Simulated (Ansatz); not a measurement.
ZrO₂ (P2_1/c), relaxed with LDA (Ansatz, an electronic-structure program, plane waves, PAW): a = 5.0853 Å, b = 5.1810 Å, c = 5.2411 Å, α = γ = 90.00°, β = 99.53°.

| Quantity | Value |
|---|---|
| gap (eV) | 3.60 |
| ΔH_f (eV/atom) | -3.63 |
| electron conductivity mass (mₑ) | 1.3 |

Problem. The same phase is relaxed and computed with PBEsol in the same code. What are the cell and these values now?

Solution. a = 5.128 Å, b = 5.211 Å, c = 5.296 Å, α = γ = 90.00°, β = 99.61°.

- gap (eV): 3.59
- ΔH_f (eV/atom): -3.48
- electron conductivity mass (mₑ): 1.4

All cells were relaxed under the symmetry of their starts (and spin orders); stability against distortions was not tested throughout. Rows with no word on spin ran without spin polarisation. Scalar-relativistic: spin–orbit coupling is off unless named, which matters more the heavier the elements.

Potentials: the later of the program's two PAW sets.

Ansatz is a plane-wave DFT program.

Formation energies count from the lowest solids of the elements computed at the same level, not from gases.
